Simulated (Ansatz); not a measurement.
Crystal: SnO2 (Cassiterite).

```xyz
6
Lattice="4.7380 0.0000 0.0000 0.0000 4.7380 0.0000 0.0000 0.0000 3.1865" Properties=species:S:1:pos:R:3 pbc="T T T"
Sn    2.3690    2.3690    1.5933
Sn    0.0000    0.0000    0.0000
O     3.8240    0.9140    1.5933
O     3.2830    3.2830    0.0000
O     0.9140    3.8240    1.5933
O     1.4550    1.4550    0.0000
```

- Program: Ansatz 0.2.0
- Task: relaxation of cell and atoms
- Functional: PBEsol
- Potentials or basis: Ansatz PAW
- Cutoff: 420 eV (not typed: the program's choice for these potentials)
- k mesh: 6 × 6 × 8
- Occupations: fermi-dirac, width 0.05 eV
- Spin: no spin polarisation

At the start: volume 11.92 Å³/atom.

Q: How do energy, volume and symmetry change on relaxing?

A: It ends after 8 steps and the volume is 12.18 Å³/atom (+2.1 %); space group P4_2/mnm (No. 136, to 0.05 Å).

The path:
| step | energy change (eV) | largest force (eV/Å) | volume (Å³) |
| --- | --- | --- | --- |
| 1 | 0.0000 | 0.2103 | 71.53 |
| 2 | -0.0150 | 0.0148 | 73.01 |
| 3 | -0.0153 | 0.0402 | 73.04 |
| 4 | -0.0156 | 0.0150 | 73.01 |
| 5 | -0.0157 | 0.0001 | 72.99 |
| 6 | -0.0244 | 0.0002 | 72.99 |
| 7 | -0.0241 | 0.0000 | 73.05 |
| 8 | -0.0244 | 0.0001 | 73.05 |

Final structure:
```
Sn O
1.0
     4.76900    0.00000    0.00000
     0.00000    4.76900    0.00000
     0.00000    0.00000    3.21207
Sn O
2 4
Direct
  0.50000 0.50000 0.50000
  0.00000 0.00000 0.00000
  0.80628 0.19372 0.50000
  0.69372 0.69372 0.00000
  0.19372 0.80628 0.50000
  0.30628 0.30628 0.00000
```

Caveat: the plane-wave basis is chosen anew once the cell has moved, so the energies of steps on either side of that aren't comparable; the pressure holds a Pulay correction of +0.9 GPa for the finite cutoff; the PAW data sets come from PBE, with cores solved anew for the run's functional, which leaves a small shift of forces and pressure.
